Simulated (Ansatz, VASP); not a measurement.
InSe: VASP beside Ansatz

```
Se In
1.0
     4.02664    0.00000    0.00000
    -2.01332    3.48717    0.00000
     0.00000    0.00000   36.72119
Se In
2 2
Direct
  0.00000 0.00000 0.42666
  0.00000 0.00000 0.57332
  0.66667 0.33333 0.46194
  0.66667 0.33333 0.53804
```

Alike in both runs: functional PBE; dispersion D3(BJ); k mesh 9 × 9 × 1; occupations gaussian, width 0.02 eV; no spin polarisation.

Ansatz relaxed the structure, and its values are those at the end. VASP's run is a single point on that final structure, the one shown.

|  | VASP | Ansatz |
| --- | --- | --- |
| version | VASP 6.6.1 | Ansatz 0.2.0 |
| potentials or method | VASP PAW PBE potentials, release 64 (Se, In_d) | scalar-relativistic, plane waves, PAW |
| plane-wave cutoff (eV) | 520 | 420 |
| valence electrons in the cell | 38 | 58 |

```csv
,VASP,Ansatz,Ansatz less VASP
gap on the k mesh at the Fermi level (eV),1.62,1.63,+0.012
least direct gap on the mesh (eV),1.69,1.70,+0.010
rms of the force components (eV/Å),0.008,0.000,-0.0073
```

The two sets of potentials don't hold the same shells in valence.

Caveats: spin-orbit coupling is left out, which moves the levels of the heavy elements. Expect the measured gap to be larger: semilocal functionals such as PBE lack the derivative discontinuity.
